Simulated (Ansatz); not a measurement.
# TiC (Fm-3m) in Ansatz: a series of runs

The runs below take TiC through density of states, band structure, with PBEsol+D4, LDA.

Program: Ansatz 0.2.0. These are calculated values, not measurements. Logs are shortened: lines on timing, memory, paths and dates and some standing lists are left out, and cuts for length are marked.

### Step 1. The structure

The structure is cubic, space group Fm-3m (No. 225). Conventional cell: a = 4.331 Å, b = 4.331 Å, c = 4.331 Å, α = 90.00°, β = 90.00°, γ = 90.00°. Ti (site symmetry m-3m) is surrounded by 6 C at 2.17 Å. C (site symmetry m-3m) has 6 Ti at 2.17 Å as nearest neighbours.

The cell is a database's computed one.

### Step 2. Density of states, PBEsol+D4, collinear spin, ferromagnetic start

The input, run.py:

```python
import json

import ase.io
import numpy as np

import ansatz as az

atoms = ase.io.read("POSCAR", format="vasp")
atoms.set_initial_magnetic_moments([1.0, 0.0])

calculation = (
    az.Crystal.from_ase(atoms)
    .calculation()
    .kpoints(11, 11, 11)
    .functional("pbesol", dispersion="d4")
    .pseudopotentials(kind="paw")
    .spin("collinear")
    .scf(extra_bands=6)
    .mixing(preconditioner="local_kerker")
    .occupations(method="tetrahedron")
    .initial_density(chi_scale=0.3)
    .density_of_states(energy_step=0.05, projected=False, nscf_kmesh=(17, 17, 17))
    .forces()
    .stress()
)
outcome = calculation.run(threads=2, events_out="events.jsonl")

report = outcome.report
for line in open("events.jsonl"):
    event = json.loads(line)
    if event["event"] == "scf_iter":
        d = event["data"]
        print(f"SCF {d['iter']:3d}  HF = {d['harris_foulkes_ev']:.6f} eV  dr2 = {d['dr2_ev']:.2e} eV")
    elif event["event"] in ("relax_step", "md_step"):
        d = event["data"]
        print(f"{event['event']} {d['step']:3d}  E = {d['lagrangian_ev']:.6f} eV")
np.set_printoptions(precision=5, suppress=True, linewidth=110)
print("converged:", report["converged"], "after", report["n_iterations"], "iterations")
print(f"free energy {report['free_energy_ev']:.6f} eV, Fermi level {report['fermi_energy_ev']:.4f} eV")
for key in ("band_edges_ev", "magnetization_mub", "site_moments_mub", "site_moments_nc_mub", "forces_ev_ang",
                "stress_gpa"):
    if report.get(key) is not None:
        print(key, np.array(report[key]), sep="\n")
```

The input, POSCAR:

```
TiC
1.0
    0.0000000000      2.1657188437      2.1657188437
    2.1657188437      0.0000000000      2.1657188437
    2.1657188437      2.1657188437      0.0000000000
Ti C
1 1
Direct
    0.0000000000      0.0000000000      0.0000000000
    0.5000000000      0.5000000000      0.5000000000
```

Potentials or basis: Ansatz PAW.

Launch:

```bash
> python run.py
```

Log:

```text
DeckWarning: output.forces, output.stress, relax.cell or npt_langevin: where a Kohn–Sham band that disperses or a degenerate level is filled in part under the method tetrahedron, the forces or the stress that this run publishes need not agree with its energy (scf.occupations.method in the input reference, under Limitations); prefer a smearing scheme for the forces or the stress
DeckWarning: basis.ecutwfc = 420 eV, auto-derived from the records' recommended cutoffs: set by Ti (normal level)
PlacementWarning: RAYON_NUM_THREADS=2 ignored (pool sized by the plan → 2); use plan(threads=…)
RunWarning: the starting moments were not kept: the SCF closed with an absolute magnetisation of 7.4e-7 μB, where they sum to 1 μB in size (1 site). That is at most 0.1 of that sum. Measured as dr2_m measures the in/out step, that magnetisation stands 1.1e-13 eV from none, at or under the dr2_threshold of 1.0e-7 eV: it is no larger than a step whose dr2_m would equal this threshold. The system may hold no moment; this SCF shows  [...]
SCF   1  HF = -2722.466235 eV  dr2 = 9.42e-02 eV
SCF   2  HF = -2722.582101 eV  dr2 = 4.49e-02 eV
SCF   3  HF = -2722.664697 eV  dr2 = 9.26e-03 eV
SCF   4  HF = -2722.691975 eV  dr2 = 1.78e-04 eV
SCF   5  HF = -2722.705291 eV  dr2 = 6.30e-05 eV
SCF   6  HF = -2722.712644 eV  dr2 = 4.34e-06 eV
SCF   7  HF = -2722.716591 eV  dr2 = 5.89e-07 eV
SCF   8  HF = -2722.718781 eV  dr2 = 2.01e-07 eV
SCF   9  HF = -2722.721728 eV  dr2 = 1.99e-07 eV
SCF  10  HF = -2722.721790 eV  dr2 = 3.10e-07 eV
SCF  11  HF = -2722.721811 eV  dr2 = 2.41e-06 eV
SCF  12  HF = -2722.721808 eV  dr2 = 5.40e-09 eV
SCF  13  HF = -2722.721808 eV  dr2 = 1.04e-12 eV
SCF  14  HF = -2722.721808 eV  dr2 = 7.10e-15 eV
converged: True after 14 iterations
free energy -2722.721808 eV, Fermi level 14.6196 eV
magnetization_mub
4.304379164210559e-08
site_moments_mub
[-0. -0.]
forces_ev_ang
[[-0.  0.  0.]
 [ 0. -0.  0.]]
stress_gpa
[[-9.44405  0.       0.     ]
 [-0.      -9.44405 -0.     ]
 [-0.      -0.      -9.44405]]
```

It took 2.8 s on 2 threads of INTEL XEON PLATINUM 8581C at 2.30GHz (Emerald Rapids), shared host; peak memory 0.45 GiB.

What came out:

* Free energy: -2722.7218 eV
* Pressure: -9.4 GPa
* Band gap on the k mesh: none (metal or under the smearing width)
* Net moment: 0.00 μB per cell
* Absolute moment: 0.00 μB per cell
* Density of states at the Fermi level: 0.28 states/eV per cell

Levels at points of the mesh, in eV from the Fermi level:
Spin up:
| k point | band 4 | band 5 | band 6 | band 7 | band 8 | band 9 | band 10 | band 11 | band 12 | band 13 |
| --- | --- | --- | --- | --- | --- | --- | --- | --- | --- | --- |
| (0.00, 0.00, 0.00) | -32.46 | -12.41 | 0.63 | 0.63 | 0.63 | 1.66 | 1.66 | 1.66 | 1.70 | 1.70 |
Spin down:
| k point | band 5 | band 6 | band 7 | band 8 | band 9 | band 10 | band 11 | band 12 |
| --- | --- | --- | --- | --- | --- | --- | --- | --- |
| (0.00, 0.00, 0.00) | -12.41 | 0.63 | 0.63 | 0.63 | 1.66 | 1.66 | 1.66 | 1.70 |

States per cell in windows of 0.5 eV (zero at the Fermi level; states under -8 eV left out):
| from (eV) | up | down |
| --- | --- | --- |
| -8.0 | 0.00 | 0.00 |
| -7.5 | 0.00 | 0.00 |
| -7.0 | 0.00 | 0.00 |
| -6.5 | 0.00 | 0.00 |
| -6.0 | 0.02 | 0.02 |
| -5.5 | 0.07 | 0.07 |
| -5.0 | 0.15 | 0.15 |
| -4.5 | 0.26 | 0.26 |
| -4.0 | 0.28 | 0.28 |
| -3.5 | 0.28 | 0.28 |
| -3.0 | 0.59 | 0.59 |
| -2.5 | 0.61 | 0.61 |
| -2.0 | 0.32 | 0.32 |
| -1.5 | 0.20 | 0.20 |
| -1.0 | 0.13 | 0.13 |
| -0.5 | 0.07 | 0.07 |
| 0.0 | 0.08 | 0.08 |
| 0.5 | 0.14 | 0.14 |
| 1.0 | 0.19 | 0.19 |
| 1.5 | 0.26 | 0.26 |
| 2.0 | 0.37 | 0.37 |
| 2.5 | 0.61 | 0.61 |
| 3.0 | 0.52 | 0.52 |
| 3.5 | 0.93 | 0.93 |
| 4.0 | 0.17 | 0.17 |
| 4.5 | 0.19 | 0.19 |
| 5.0 | 0.24 | 0.24 |
| 5.5 | 0.29 | 0.29 |
| 6.0 | 0.28 | 0.28 |
| 6.5 | 0.28 | 0.28 |
| 7.0 | 0.24 | 0.24 |
| 7.5 | 0.19 | 0.19 |

Caveat: pairwise dispersion overbinds metals, which lowers pressure and volume; with tetrahedron occupations forces and stress needn't match the slope of the energy; the starting moments weren't kept.

### Step 3. Band structure, LDA, collinear spin, ferromagnetic start (atoms moved at random, drawn with an rms of 0.1 Å)

run.py, as its differences from that of step 2:

```diff
@@ -13,13 +13,18 @@
     .calculation()
-    .kpoints(11, 11, 11)
-    .functional("pbesol", dispersion="d4")
-    .pseudopotentials(kind="paw")
+    .kpoints(8, 8, 8)
+    .functional("lda")
+    .pseudopotentials(kind="nc", accuracy="standard", xc_functional="lda")
     .spin("collinear")
     .scf(extra_bands=6)
-    .mixing(preconditioner="local_kerker")
-    .occupations(method="tetrahedron")
-    .initial_density(chi_scale=0.3)
-    .density_of_states(energy_step=0.05, projected=False, nscf_kmesh=(17, 17, 17))
+    .occupations(method="methfessel_paxton", width=0.1)
+    .band_structure(path=(((0.0, 0.0, 0.0), (0.5, 0.0, 0.5), (0.5, 0.25, 0.75), (0.375, 0.375, 0.75), (0.0, 0.0,
+        0.0), (0.5, 0.5, 0.5), (0.625, 0.25, 0.625), (0.5, 0.25, 0.75), (0.5, 0.5, 0.5), (0.375, 0.375, 0.75)),
+        ((0.625, 0.25, 0.625), (0.5, 0.0, 0.5))), intervals=14)
+    .density()
+    .potential()
+    .output_files(volumetric_format="npy")
+    .electron_localization_function()
     .forces()
     .stress()
+    .band_table(publish=True)
 )
@@ -40,3 +45,3 @@
 for key in ("band_edges_ev", "magnetization_mub", "site_moments_mub", "site_moments_nc_mub", "forces_ev_ang",
-                "stress_gpa"):
+                "stress_gpa", "kpoints_frac", "eigenvalues_ev"):
     if report.get(key) is not None:
```

The input, POSCAR:

```
TiC
1.0
    0.0000000000      2.1657188437      2.1657188437
    2.1657188437      0.0000000000      2.1657188437
    2.1657188437      2.1657188437      0.0000000000
Ti C
1 1
Direct
    0.0193470000     -0.0169640000      0.0020120000
    0.4855430000      0.5179260000      0.5104060000
```

Potentials or basis: PseudoDojo LDA.

Launch:

```bash
> python run.py
```

It took 30 s on 2 threads of INTEL XEON PLATINUM 8581C at 2.30GHz (Emerald Rapids), shared host; peak memory 0.82 GiB.

Results (log left out):

```
Free energy            : -1780.8506 eV
Pressure               : -10.9 GPa
Largest force          : 0.880 eV/Å
Band gap on the k mesh : none (metal or under the smearing width)
Net moment             : 0.00 μB per cell
Absolute moment        : 0.00 μB per cell
```

Forces on the atoms (eV/Å):
```
Ti   0.756 -0.450  0.020
C   -0.756  0.450 -0.020
```

Stress tensor (GPa, compression positive):
```
 -9.88   1.09  -0.04
  1.09 -11.07   0.02
 -0.04   0.02 -11.74
```

Levels at the corners of the path, in eV from the Fermi level:
Spin up:
| point | band 6 | band 7 | band 8 | band 9 | band 10 | band 11 |
| --- | --- | --- | --- | --- | --- | --- |
| Γ | 0.34 | 0.36 | 0.67 | 0.92 | 1.56 | 2.07 |
| X | -3.34 | -1.85 | -0.04 | 0.26 | 2.88 | 3.52 |
| W | -3.15 | -3.13 | -2.64 | 2.83 | 2.85 | 3.53 |
| K | -3.49 | -3.30 | -1.58 | 1.37 | 3.13 | 3.86 |
| Γ | 0.34 | 0.36 | 0.67 | 0.92 | 1.56 | 2.07 |
| L | -5.80 | -2.85 | -2.81 | 2.91 | 2.92 | 4.10 |
| U | -3.48 | -3.28 | -1.65 | 1.48 | 3.14 | 3.83 |
| W | -3.15 | -3.13 | -2.64 | 2.83 | 2.85 | 3.53 |
| L | -5.80 | -2.85 | -2.81 | 2.91 | 2.92 | 4.10 |
| K | -3.49 | -3.30 | -1.58 | 1.37 | 3.13 | 3.86 |
| U | -3.48 | -3.28 | -1.65 | 1.48 | 3.14 | 3.83 |
| X | -3.34 | -1.85 | -0.04 | 0.26 | 2.88 | 3.52 |
Spin down:
```
point  band 6  band 7  band 8  band 9  band 10  band 11
    Γ    0.34    0.36    0.67    0.92     1.56     2.07
    X   -3.34   -1.85   -0.04    0.26     2.88     3.52
    W   -3.15   -3.13   -2.64    2.83     2.85     3.53
    K   -3.49   -3.30   -1.58    1.37     3.13     3.86
    Γ    0.34    0.36    0.67    0.92     1.56     2.07
    L   -5.80   -2.85   -2.81    2.91     2.92     4.10
    U   -3.48   -3.28   -1.65    1.48     3.14     3.83
    W   -3.15   -3.13   -2.64    2.83     2.85     3.53
    L   -5.80   -2.85   -2.81    2.91     2.92     4.10
    K   -3.49   -3.30   -1.58    1.37     3.13     3.86
    U   -3.48   -3.28   -1.65    1.48     3.14     3.83
    X   -3.34   -1.85   -0.04    0.26     2.88     3.52
```

Caveat: the starting moments weren't kept.
